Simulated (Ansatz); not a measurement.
Convergence notes, G0W0 on MgI2 (CdI2 type)

MgI2, CdI2 type, relaxed with r2SCAN+rVV10; one-shot G0W0 in Ansatz without spin-orbit coupling. The values are computed, spin-unpolarised, and not measurements.

```yaml
crystal:
  lattice:
    - [4.15721, 0.00000, 0.00000]
    - [-2.07861, 3.60025, 0.00000]
    - [0.00000, 0.00000, 6.87333]
  atoms:
    - { symbol: Mg, position: [0.00000, 0.00000, 0.00000] }
    - { symbol: I, position: [0.33333, 0.66667, 0.24262] }
    - { symbol: I, position: [0.66667, 0.33333, 0.75738] }
```

Gaps are read over the mesh points alone. G0W0 here is at a finite number of bands, screening cutoff and k mesh, not at the basis limit.
```json
{"start": "PBE", "potentials": "PAW", "frequency model": "contour deformation", "mesh": "6×6×2", "empty bands": "167", "screening cutoff (eV)": "80", "Kohn-Sham gap (eV)": "3.54", "G0W0 gap (eV)": "5.09", "rough cost": "90 core-seconds"}
{"start": "PBE", "potentials": "PAW", "frequency model": "contour deformation", "mesh": "6×6×2", "empty bands": "386", "screening cutoff (eV)": "140", "Kohn-Sham gap (eV)": "3.54", "G0W0 gap (eV)": "5.24", "rough cost": "8 core-minutes"}
{"start": "PBE", "potentials": "PAW", "frequency model": "contour deformation", "mesh": "6×6×2", "empty bands": "710", "screening cutoff (eV)": "210", "Kohn-Sham gap (eV)": "3.54", "G0W0 gap (eV)": "5.31", "rough cost": "30 core-minutes"}
{"start": "HSE06", "potentials": "PAW", "frequency model": "contour deformation", "mesh": "6×6×2", "empty bands": "386", "screening cutoff (eV)": "140", "Kohn-Sham gap (eV)": "4.50", "G0W0 gap (eV)": "5.68", "rough cost": "13 core-minutes"}
{"start": "LDA", "potentials": "PAW", "frequency model": "contour deformation", "mesh": "6×6×2", "empty bands": "386", "screening cutoff (eV)": "140", "Kohn-Sham gap (eV)": "3.37", "G0W0 gap (eV)": "5.11", "rough cost": "7 core-minutes"}
{"start": "r2SCAN", "potentials": "PAW", "frequency model": "contour deformation", "mesh": "6×6×2", "empty bands": "386", "screening cutoff (eV)": "140", "Kohn-Sham gap (eV)": "4.16", "G0W0 gap (eV)": "5.58", "rough cost": "7 core-minutes"}
{"start": "PBE", "potentials": "PAW", "frequency model": "Godby-Needs pole", "mesh": "6×6×2", "empty bands": "386", "screening cutoff (eV)": "140", "Kohn-Sham gap (eV)": "3.54", "G0W0 gap (eV)": "5.24", "rough cost": "9 core-minutes"}
{"start": "PBE", "potentials": "PAW", "frequency model": "contour deformation", "mesh": "6×6×4", "empty bands": "167", "screening cutoff (eV)": "80", "Kohn-Sham gap (eV)": "3.53", "G0W0 gap (eV)": "5.05", "rough cost": "5 core-minutes"}
{"start": "PBE", "potentials": "norm-conserving", "frequency model": "contour deformation", "mesh": "6×6×2", "empty bands": "386", "screening cutoff (eV)": "140", "Kohn-Sham gap (eV)": "3.53", "G0W0 gap (eV)": "5.07", "rough cost": "9 core-minutes"}
```

Over the mesh points the PBE gap of 3.54 eV becomes a quasiparticle gap of 5.31 eV (Γ to L), a change of +1.77 eV. Renormalisation factors Z lie between 0.78 and 0.82.

Raising bands and cutoff together moves the gap by +0.15 eV (80 to 140 eV), then +0.07 eV (140 to 210 eV); the last step is still large, so the basis limit isn't reached. Starting from HSE06 (4.50 eV against PBE's 3.54 eV) gives 5.68 eV, +0.44 eV from G0W0@PBE at the same screening cutoff. Starting from LDA (3.37 eV against PBE's 3.54 eV) gives 5.11 eV, -0.13 eV from G0W0@PBE at the same screening cutoff. Starting from r2SCAN (4.16 eV against PBE's 3.54 eV) gives 5.58 eV, +0.34 eV from G0W0@PBE at the same screening cutoff. The Godby-Needs plasmon pole differs from contour deformation by 0.00 eV. A 6×6×4 mesh in place of 6×6×2 changes the opening over PBE by -0.03 eV (the gap on the mesh by -0.04 eV). Norm-conserving potentials (wave cutoff 1143 eV against 420 eV) shift the quasiparticle gap by -0.17 eV and the PBE gap by -0.01 eV. r2SCAN runs take a wave cutoff of 500 eV.
